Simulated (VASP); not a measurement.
Runs of VASP 6.6.1 on GaN. The structure is hexagonal, space group P6_3mc (No. 186). The conventional cell has a = 3.180 Å, b = 3.180 Å, c = 5.166 Å, α = 90.00°, β = 90.00°, γ = 120.00°. Ga (site symmetry 3m) is surrounded by 4 N at 1.94 to 1.95 Å. N (site symmetry 3m) has 4 Ga at 1.94 to 1.95 Å as nearest neighbours. 

| task | level | spin | screening parameter | exchange at q = 0 | mesh quality | gap on the mesh (eV) | pressure (GPa) | largest force (eV/Å) |
| --- | --- | --- | --- | --- | --- | --- | --- | --- |
| single point | HSE06 | SOC, no magnetisation | 0.2 1/A | - | coarse | - | 0.9 | 0.15 |
| band structure | PBE0 | off | - | truncated | not flagged | 3.96 | 0.9 | 0.15 |
| band structure | HSE03 | off | - | - | not flagged | 3.04 | (a) | 0.15 |
| band structure | HSE06 | off | 0.2 1/A | - | not flagged | 3.27 | 0.9 | 0.15 |

Alike in all rows: potentials or basis VASP PAW PBE potentials, release 64 (Ga_d, N); cell as given; k mesh 6 × 6 × 4; cutoff (eV) 520; smearing gaussian 0.02 eV.

Q: Estimate the missing entries.

A: (a) 1.4.

Caveats: some runs use coarse meshes; the PAW data sets were made with another functional, which shifts forces and pressure a little.

A k mesh can miss the band edges, and rows without SOC leave out spin-orbit coupling on Ga.
